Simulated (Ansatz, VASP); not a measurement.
# Mg in VASP and in Ansatz

The input INCAR:

```
  PREC = Accurate
  ENCUT = 600
  EDIFF = 1E-6
  ISMEAR = -1
  SIGMA = 0.05
  LREAL = F
  LASPH = T
  NELM = 60
  ALGO = Normal
  ISIF = 3
  LWAVE = F
  LCHARG = F
  GGA = PS
  IBRION = 2
  NSW = 40
  EDIFFG = -0.02
```

The input KPOINTS:

```
regular mesh
0
Gamma
  10 10 5
```

Contents of POSCAR:

```
Mg
1.0
    3.2093000000      0.0000000000      0.0000000000
   -1.6046500000      2.7793353284      0.0000000000
    0.0000000000      0.0000000000      5.2103000000
Mg
2
Direct
    0.6666666667      0.3333333333      0.7500000000
    0.3333333333      0.6666666667      0.2500000000
```

Contents of input.yaml:

```yaml
crystal:
  lattice:
    - [3.2093, 0.0, 0.0]
    - [-1.60465, 2.7793353284, 0.0]
    - [0.0, 0.0, 5.2103]
  atoms:
    - { symbol: Mg, position: [0.6666666667, 0.3333333333, 0.75] }
    - { symbol: Mg, position: [0.3333333333, 0.6666666667, 0.25] }
hamiltonian:
  xc: pbesol
  pseudopotentials: { kind: paw }
kpoints:
  mp_grid: { grid: [10, 10, 5] }
scf:
  occupations: { method: fermi_dirac, width: 0.05 }
output:
  forces: true
  stress: true
  eigenvalues: true
relax:
  f_tol: 0.01
  max_steps: 40
  cell: { stress_tol: 0.05 }
```

Alike in both runs: task relaxation of cell and atoms; functional PBEsol; k mesh 10 × 10 × 5; occupations fermi-dirac, width 0.05 eV; no spin polarisation.

|  | VASP | Ansatz |
| --- | --- | --- |
| version | VASP 6.6.1 | Ansatz 0.2.0 |
| potentials or method | VASP PAW PBE potentials, release 64 (Mg) | Ansatz PAW |
| plane-wave cutoff (eV) | 600 | 420 |
| valence electrons in the cell | 4 | 20 |

Ansatz gave:

- gap on the k mesh at the Fermi level, each at its own relaxed structure (eV): none
- relaxed volume (Å³/atom): 22.57
- relaxed cell length with the largest relative difference (Å): 5.260
- energy change over the relaxation (meV/atom): -5

Task: Estimate VASP's values.

Result: gap on the k mesh at the Fermi level, each at its own relaxed structure (eV): none; relaxed volume (Å³/atom): 22.55; relaxed cell length with the largest relative difference (Å): 5.258; energy change over the relaxation (meV/atom): -5.

A gap of «none» marks a metal or a gap that the smearing closes. The two sets of potentials don't hold the same shells in valence.

Caveats: the PAW data sets were made with another functional, which shifts forces and pressure a little (VASP); the plane-wave basis is chosen anew once the cell has moved, so the energies of steps on either side of that aren't comparable (Ansatz); the PAW data sets come from PBE, with cores solved anew for the run's functional, which leaves a small shift of forces and pressure (Ansatz).
